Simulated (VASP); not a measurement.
The system is CdTe.

```
CELL_PARAMETERS angstrom
0.00000 3.28211 3.28211
3.28211 0.00000 3.28211
3.28211 3.28211 0.00000
ATOMIC_POSITIONS crystal
Cd 0.00000 0.00000 0.00000
Te 0.75000 0.75000 0.75000
```

The cell is a database's computed one.

| Property | Result |
| --- | --- |
| Program | VASP 6.6.1 |
| Task | relaxation of cell and atoms |
| Functional | PBE |
| Potentials or basis | VASP PAW PBE potentials, release 64 (Cd, Te) |
| Cutoff | 600 eV |
| k mesh | 8 × 8 × 8 |
| Occupations | gaussian, width 0.02 eV |
| Spin | no spin polarisation |

At the start: pressure 1.0 GPa; volume 35.36 Å³/atom.

Where does the relaxation end?

Over 3 steps the energy falls by 2.9 meV/atom and the volume is 36.31 Å³/atom (+2.7 %); space group F-43m (No. 216, to 0.05 Å).

The path:
| step | energy change (eV) | largest force (eV/Å) | pressure (GPa) | volume (Å³) |
| --- | --- | --- | --- | --- |
| 1 | 0.0000 | 0.0000 | 0.99 | 70.71 |
| 2 | -0.0056 | 0.0000 | -0.17 | 72.98 |
| 3 | -0.0058 | 0.0000 | 0.02 | 72.62 |

Final structure:
```
Cd Te
1.0
     0.00000    3.31131    3.31131
     3.31131    0.00000    3.31131
     3.31131    3.31131    0.00000
Cd Te
1 1
Direct
  0.00000 0.00000 0.00000
  0.75000 0.75000 0.75000
```
